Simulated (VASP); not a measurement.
# TiCo in VASP: convergence with k mesh

The system is TiCo.

```
Co Ti
1.0
     2.98611    0.00000    0.00000
     0.00000    2.98611    0.00000
     0.00000    0.00000    2.98611
Co Ti
1 1
Cartesian
  1.4931 1.4931 1.4931
  0.0000 0.0000 0.0000
```

The cell comes from a database or a generator and needn't be the stable form of this composition.

```yaml
Program: VASP 6.6.1
Task: single point
Functional: PBE
Potentials_or_basis: VASP PAW PBE potentials, release 64 (Co, Ti)
Cutoff: 500 eV
k_mesh: 2 × 2 × 2
Occupations: methfessel-paxton, width 0.1 eV
Spin: collinear spin, ferromagnetic start
Starting_moments: "[2.0, 1.0] μB"
```

These are the settings of the first run; the series varies k mesh, with any setting tied to it.

Hardware: 1 thread of Intel(R) Xeon(R) 6975P-C (Granite Rapids), on a shared host.

```tsv
k mesh	energy less the tightest run, at zero smearing (meV/atom)	pressure (GPa)	largest site moment (μB)	SCF cycles	CPU time (s)	peak memory (GiB)
2 × 2 × 2	422.57	3.79	1.54	19	6.2	0.14
3 × 3 × 3	-57.97	-4.85	0.57	17	6.3	0.14
4 × 4 × 4	-45.97	-2.41	0.88	35	18	0.14
5 × 5 × 5	-25.20	-1.10	0.99	17	6.9	0.14
7 × 7 × 7	-28.56	-1.70	0.95	20	12	0.15
8 × 8 × 8	-4.38	-3.95	0.00	19	16	0.16
10 × 10 × 10	0.86	-4.03	0.00	29	31	0.17
12 × 12 × 12	-18.91	-1.67	0.95	20	31	0.18
15 × 15 × 15	0.00	-3.96	0.02	34	62	0.2
```

Not settled before the last step: the energy (to 1 meV/atom), the pressure (to 0.1 GPa), the largest site moment (to 0.02 μB). Meshes of other sizes hit other points, so gaps and Fermi surfaces needn't settle smoothly. The tightest run that finished is the yardstick and may itself not be fully converged.

Caveat, for the tightest run too: the starting moments collapsed, and a magnetic state may lie lower.
